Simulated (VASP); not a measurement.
Wanted: the native input for a VASP 6.6.1 run.

```
Task                   : relaxation of cell and atoms
Functional             : r2SCAN
Dispersion             : rVV10
Potentials or basis    : VASP PAW PBE potentials, release 64 (Al, Ru_pv)
Cutoff                 : 600 eV
k mesh                 : 14 × 14 × 14
Occupations            : gaussian, width 0.1 eV
Spin                   : no spin polarisation
Further INCAR settings : ALGO = Normal; EDIFF = 1e-07; IBRION = 2; EDIFFG = -0.005; NSW = 90; ISIF = 3
```

The structure of AlRu lies in POSCAR:

```
AlRu
1.0
    2.9824954400      0.0000000000      0.0000000000
    0.0000000000      2.9824954400      0.0000000000
    0.0000000000      0.0000000000      2.9824954400
Al Ru
1 1
Direct
    0.0000000000      0.0000000000      0.0000000000
    0.5000000000      0.5000000000      0.5000000000
```

The cell comes from a database or a generator and needn't be the stable form of this composition.

The input as run:

INCAR

```
ALGO = Normal ; BPARAM = 11.95
CPARAM = 0.0093 ; EDIFF = 1E-7
EDIFFG = -0.005 ; ENCUT = 600
IBRION = 2 ; ISIF = 3
ISMEAR = 0 ; IVDW_NL = 2
LASPH = T ; LCHARG = F
LMIXTAU = T ; LREAL = F
LUSE_VDW = T ; LWAVE = F
METAGGA = R2SCAN ; NELM = 100
NSW = 90 ; PREC = Accurate
SIGMA = 0.1
```

KPOINTS

```
k-points
0
Gamma
  14 14 14
```

Potentials or basis: VASP PAW PBE potentials, release 64 (Al, Ru_pv).

Launch:

```bash
$ cat potpaw_PBE.64/Al/POTCAR potpaw_PBE.64/Ru_pv/POTCAR > POTCAR
$ mpirun -np 1 vasp_std > vasp.out
```

Results of the run:

```yaml
Relaxed_volume: 13.21 Å³/atom
Relaxed_cell: a = 2.978 Å, b = 2.978 Å, c = 2.978 Å, α = 90.00°, β = 90.00°, γ = 90.00°
Space_group_after_relaxing_to_0.05_Å: Pm-3m (No. 221)
Energy_gained_by_relaxing: 0.2 meV/atom
Ionic_steps: 3
Pressure_after_relaxing: 0.0 GPa
Band_gap_on_the_k_mesh: none (metal or under the smearing width)
```

Caveat: the PAW data sets were made with another functional, which shifts forces and pressure a little.

Wall time 4.3 min on 1 thread of Intel(R) Xeon(R) Platinum 8259CL CPU @ 2.50GHz (Skylake/Cascade Lake), with other jobs on the host, peak memory 0.26 GiB.
